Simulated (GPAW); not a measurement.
# TiO (P-6m2) in GPAW: equation of state

Aim: energy against volume of TiO in PBEsol, for its equilibrium volume and stiffness.

All numbers are computed with GPAW 26.7.0; they aren't measurements. Logs are shortened: lines on timing, memory, paths and dates and some standing lists are left out, and cuts for length are marked. The log counts tension as positive stress, the text compression.

## (1) The crystal as given

Symmetry: P-6m2, No. 187, hexagonal system. Conventional cell: a = 3.031 Å, b = 3.031 Å, c = 3.238 Å, α = 90.00°, β = 90.00°, γ = 120.00°. Ti (site symmetry -6m2) has 6 O at 2.38 Å as nearest neighbours. O (site symmetry -6m2) is surrounded by 6 Ti at 2.38 Å.

## (2) Equation of state, PBEsol

Input file run.py:

```python
from ase import Atoms
from ase.eos import EquationOfState
from ase.io import Trajectory
from ase.units import GPa
from gpaw import GPAW, PW, setup_paths

setup_paths.insert(0, '.')

atoms = Atoms(['Ti', 'O'],
              cell=[[3.031, 0.0, 0.0],
                    [-1.5155, 2.6249229989, 0.0],
                    [0.0, 0.0, 3.2377]],
              scaled_positions=[[0.6666666667, 0.3333333333, 0.0],
                                [0.0, 0.0, 0.5]],
              pbc=True)

traj = Trajectory('eos.traj', 'w')
volumes, energies = [], []
for x in [0.94, 0.96, 0.98, 1.0, 1.02, 1.04, 1.06]:
    a = atoms.copy()
    a.set_cell(atoms.cell * x**(1 / 3), scale_atoms=True)
    calc = GPAW(mode=PW(800),
                xc='PBEsol',
                kpts={'size': (10, 10, 8), 'gamma': True},
                occupations={'name': 'fermi-dirac', 'width': 0.05},
                nbands=19,
                convergence={'density': 1e-05, 'energy': 1e-05},
                maxiter=150,
                txt=f'eos-{x:.2f}.txt')
    a.calc = calc
    energies.append(a.get_potential_energy(force_consistent=True))
    volumes.append(a.get_volume())
    p = -a.get_stress()[:3].mean() / GPa
    calc.write(f'eos-{x:.2f}.gpw')
    traj.write(a)
    print(f'{x:.2f} {volumes[-1]:10.4f} A^3 {energies[-1]:14.6f} eV {p:9.3f} GPa', flush=True)

v0, e0, B = EquationOfState(volumes, energies, eos='birchmurnaghan').fit()
print(f'V0 = {v0:.4f} A^3, E0 = {e0:.6f} eV, B0 = {B / GPa:.2f} GPa')
```

Potentials or basis: PAW data sets generated in the run's folder for this functional, pw.

Command:

```sh
$ gpaw-setup -f PBEsol O Ti
$ OMP_NUM_THREADS=1 python run.py
```

What it wrote:

```text
__  _  _
 | _ |_)|_||  |
 |__||  | ||/\| - 26.7.0

Input parameters:
  mode=PW(ecut=800.0),
  convergence={'density': 1e-05, 'energy': 1e-05},
  kpts=MonkhorstPack(size=(10, 10, 8), gamma=True),
  maxiter=150,
  nbands=19,
  occupations=Occupations(name='fermi-dirac', width=0.05),
  xc=XC(name='PBEsol')

Diagonalizing LCAO Hamiltonian
Converting LCAO to pw mode

       O

           Ti

Atoms  # Å, Bohr magnetons
|   | symbol |        x |        y |        z |    initial magnetic moments |
|---|--------|----------|----------|----------|-----------------------------|
| 0 |     Ti | 1.495018 | 0.863149 | 0.000000 | ( 0.0000,  0.0000,  0.0000) |
| 1 |      O | 0.000000 | 0.000000 | 1.596971 | ( 0.0000,  0.0000,  0.0000) |

Unit cell  # Å
| periodic |         x |        y |        z |  lengths |     angles |
|----------|-----------|----------|----------|----------|------------|
|      yes |  2.990036 | 0.000000 | 0.000000 | 2.990036 |  90.000000 |
|      yes | -1.495018 | 2.589447 | 0.000000 | 2.990036 |  90.000000 |
|      yes |  0.000000 | 0.000000 | 3.193942 | 3.193942 | 120.000000 |

Number of symmetries: 12
Symmetry operations  # r_c * U_cc + t_c -> r_c
|    | kind |            matrix            |
|----|------|------------------------------|
|  0 |  σ   |  1, 1, 0,  0,-1, 0,  0, 0, 1 |
|  1 |  C2  |  1, 1, 0,  0,-1, 0,  0, 0,-1 |
|  2 |  E   |  1, 0, 0,  0, 1, 0,  0, 0, 1 |
|  3 |  σ   |  1, 0, 0,  0, 1, 0,  0, 0,-1 |
|  4 |  C3  |  0, 1, 0, -1,-1, 0,  0, 0, 1 |
|  5 |  S3  |  0, 1, 0, -1,-1, 0,  0, 0,-1 |
|  6 |  σ   |  0,-1, 0, -1, 0, 0,  0, 0, 1 |
|  7 |  C2  |  0,-1, 0, -1, 0, 0,  0, 0,-1 |
|  8 |  σ   | -1, 0, 0,  1, 1, 0,  0, 0, 1 |
|  9 |  C2  | -1, 0, 0,  1, 1, 0,  0, 0,-1 |
| 10 |  C3  | -1,-1, 0,  1, 0, 0,  0, 0, 1 |
| 11 |  S3  | -1,-1, 0,  1, 0, 0,  0, 0,-1 |

BZ-sampling:
  Number of BZ points: 800
  Number of IBZ points: 70

  Monkhorst-Pack size: [10, 10, 8]
  Monkhorst-Pack shift: [0.05, 0.05, 0.0625]

K-points  # in reciprocal-cell coordinates
|     |                                coordinates |     weight |
|-----|--------------------------------------------|------------|
|   0 | (  0.00000000,   0.00000000,   0.00000000) | 0.00125000 |
|   1 | (  0.00000000,   0.00000000,   0.12500000) | 0.00250000 |
|   2 | (  0.00000000,   0.00000000,   0.25000000) | 0.00250000 |
|   3 | (  0.00000000,   0.00000000,   0.37500000) | 0.00250000 |
|   4 | (  0.00000000,   0.00000000,   0.50000000) | 0.00125000 |
|   5 | (  0.10000000,   0.00000000,   0.00000000) | 0.00750000 |
|   6 | (  0.10000000,   0.00000000,   0.12500000) | 0.01500000 |
|   7 | (  0.10000000,   0.00000000,   0.25000000) | 0.01500000 |
|   8 | (  0.10000000,   0.00000000,   0.37500000) | 0.01500000 |
|   9 | (  0.10000000,   0.00000000,   0.50000000) | 0.00750000 |
| ... |                                            |            |
|  69 | (  0.50000000,   0.50000000,   0.50000000) | 0.00375000 |

Plane wave coefficients: 1290
Cutoff: 800.0 eV

Spin-components: 1 (collinear spins)
Bands:           19
Projectors:      11
Spin-degeneracy: 2
Datatype:        complex128

Parallelization:
  kpt:    1
  domain: 1
  band:   1

Density:
  Valence electrons: 18.0
  Components: 1
  Grid points: [20 20 21]
  Charge: 0.0  # |e|

Potential:
  Grid points: [20 20 21]

species:
  Ti:
    name:    Titanium
    Z:       22.0
    valence: 12
    core:    10
    charge:  0.0  # [|e|]
    compensation charges:
      type: gauss
      rc: 0.38  # [Å]
      lmax: 2
    cutoffs:
      filter: 2.23  # [Å]
      core: 1.02  # [Å]
    projectors
    | kind |    occ | energy [eV] | rcut [Å] |
    |------|--------|-------------|----------|
    |   3s |  2.000 |     -62.441 |    1.270 |
    |   4s |  2.000 |      -4.477 |    1.270 |
    |   3p |  6.000 |     -38.776 |    1.058 |
    |   4p |  0.000 |      -1.449 |    1.058 |
    |   3d |  2.000 |      -4.275 |    1.058 |
    |    d |        |      22.937 |    1.058 |

    Using partial waves for Ti as LCAO basis

  O:
    name:    Oxygen
    Z:       8.0
    valence: 6
    core:    2
    charge:  0.0  # [|e|]
    compensation charges:
      type: gauss
      rc: 0.21  # [Å]
      lmax: 2
    cutoffs:
      filter: 1.17  # [Å]
      core: 0.83  # [Å]
    projectors
    | kind |    occ | energy [eV] | rcut [Å] |
    |------|--------|-------------|----------|
    |   2s |  2.000 |     -23.808 |    0.688 |
    |   2p |  4.000 |      -8.972 |    0.598 |
    |    s |        |       3.404 |    0.688 |
    |    p |        |      18.239 |    0.598 |
    |    d |        |       0.000 |    0.619 |

    Using partial waves for O as LCAO basis

Reference energy: -25231.714584  # eV

eigensolver:
  PPCG
  Converge bands: occupied
  niter=2

density mixing:
  MSR1-Mixer
  Pratt-step length: 0.05
  Maximum mixing coefficient: 0.75
  Old densities: 10
  SVD Regularization: 0.005
  Good broyden scale: 1.0
  Trust region scale: 1.0
  Backstep threshold: 4.0
  History deletion threshold: 6.0
  Fourier metric: weight=20.0, sigma=0.015

occupation numbers:
  Fermi-Dirac:
    width: 0.0500  # eV

poisson solver:
  ecut: 6400.0  # eV

xc functional:
  name: PBEsol with 2 nearest neighbor stencil

convergence criteria:
- Maximum integral of absolute [dens]ity change: 1e-05 electrons / valence electron
- Maximum [total energy] change in last 3 cyles: 1e-05 eV / valence electron
- Maximum integral of absolute [eigenst]ate change: 4e-08 eV^2 / valence electron
maximum number of iterations: 150

SCF iterations
|iter     | |      energy | eigst |  dens |
|---------|-|-------------|-------|-------|
|iter:   1| |  -17.830585 | -0.00 |       |
|iter:   2| |  -17.473059 | -2.47 | -1.03 |
|iter:   3| |  -16.876623 | -1.70 | -1.10 |
|iter:   4| |  -16.872059 | -3.02 | -1.58 |
|iter:   5| |  -16.878684 | -3.31 | -1.76 |
|iter:   6| |  -16.878551 | -4.01 | -2.46 |
|iter:   7| |  -16.878485 | -5.47 | -2.99 |
|iter:   8| |  -16.878486c| -6.62 | -3.65 |
|iter:   9| |  -16.878486c| -7.86c| -4.25 |
|iter:  10| |  -16.878486c| -8.65c| -5.17c|

Converged in 10 steps
Energy contributions relative to reference atoms: (reference = -25231.714584)

Energy contributions:
  Kinetic:          -1.766788
  Coulomb:          -2.742518
  Zero:              0.242729
  External:          0.000000
  Xc:              -12.611476
  Entropy:          -0.000866
  Spinorbit:         0.000000
  ----------------------------
  Free energy:     -16.878919
  Extrapolated:    -16.878486

dipole moment: (-1.703544, -8.722748, -10.186079)  # |e|*Ang

Fermi level: 8.425
Eigenvalues  # (at kpt = [0.000, 0.000, 0.000])
| band index |      eig [eV] | occ [0-2] |
|------------|---------------|-----------|
|          0 |       -49.296 |     2.000 |
|          1 |       -25.707 |     2.000 |
|          2 |       -25.352 |     2.000 |
|          3 |       -25.352 |     2.000 |
|          4 |       -11.393 |     2.000 |
|          5 |         3.803 |     2.000 |
[... 9 lines left out ...]
|         15 |        22.878 |     0.000 |
|         16 |        24.432 |     0.000 |
|        ... |               |           |
|         18 |        26.555 |     0.000 |

No gap
No difference between direct/indirect transitions

Stress tensor  # eV/Ang^3
|         x |        y |        z |
|-----------|----------|----------|
|  0.195808 | 0.000000 | 0.000000 |
| -0.000000 | 0.195808 | 0.000000 |
|  0.000000 | 0.000000 | 0.326373 |

# Writing to eos-0.96.gpw (mode='')
```

Wall time 3.7 min (1 thread of Arm Neoverse V1, shared host); peak memory 0.38 GiB.

Results:

- Equilibrium volume: outside the volumes run

Energy against volume, from the lowest point:
```csv
volume (Å³/atom),energy (meV/atom)
12.107,0.00
12.365,60.04
12.622,121.98
12.880,185.56
13.137,250.35
13.395,316.22
13.653,382.85
```
